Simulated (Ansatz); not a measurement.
## Relaxing Ag

The calculation used DFT PBE, scalar-relativistic, plane waves, PAW (Ansatz). Settings: 420 eV cutoff, 18×18×10 k-mesh, Gaussian smearing of 0.10 eV, no spin polarisation.

What was changed: relaxed at 50 GPa.

Other phases may be more stable at this pressure.

Command:

```bash
ansatz run input.yaml --threads 1 --pin off --max-ram 2560MiB --backend cpu --events-out ev --progress --plain --runs-dir out
```

Input:

```yaml
crystal:
  lattice:
    - [2.6999354188, 0.0, 0.0]
    - [-1.3499677094, 2.3382126612, 0.0]
    - [0.0, 0.0, 4.4142619883]
  atoms:
    - { symbol: Ag, position: [0.3333333333, 0.6666666667, 0.25] }
    - { symbol: Ag, position: [0.6666666667, 0.3333333333, 0.75] }
basis:
  ecutwfc: 420
kpoints:
  mp_grid: { grid: [18, 18, 10] }
hamiltonian:
  xc: pbe
scf:
  occupations: { method: gaussian, width: 0.1 }
output:
  forces: true
  stress: true
  eigenvalues: true
relax:
  adjacent_minimum: "off"
  f_tol: 0.008
  max_steps: 50
  cell: { stress_tol: 0.08, p_target: 50.0 }
```

F is the free energy. Steps run on the plane waves of an earlier cell, but the last one, and at times one on the way, on a freshly chosen basis, so a repeated geometry can differ a little in energy. The relaxation lowers the enthalpy F + PV at the target pressure, so F itself can rise.

Steps:

| step | F − F(1) (eV) | largest force component (eV/Å) | V (Å³/atom) | P (GPa) |
| --- | --- | --- | --- | --- |
| 1 | 0.0000 | 0.000 | 13.934 | 46.02 |
| 2 | 0.2490 | 0.000 | 13.539 | 55.60 |
| 3 | 0.0995 | 0.000 | 13.767 | 49.89 |
| 4 | 0.1025 | 0.000 | 13.762 | 50.00 |
| 5 | 0.1027 | 0.000 | 13.762 | 50.01 |

Relaxed structure:

```
CELL_PARAMETERS angstrom
2.68911 0.00000 0.00000
-1.34456 2.32884 0.00000
0.00000 0.00000 4.39510
ATOMIC_POSITIONS crystal
Ag 0.33333 0.66667 0.25000
Ag 0.66667 0.33333 0.75000
```

Symmetry: P6_3/mmc, No. 194, hexagonal system. The conventional cell has a = 2.689 Å, b = 2.689 Å, c = 4.395 Å, α = 90.00°, β = 90.00°, γ = 120.00°. Ag (site symmetry -6m2) is surrounded by 12 Ag at 2.69 Å.

The run converged. Time: 29 s on 1 thread of Arm Neoverse V2, on a shared host, peak memory 0.39 GiB.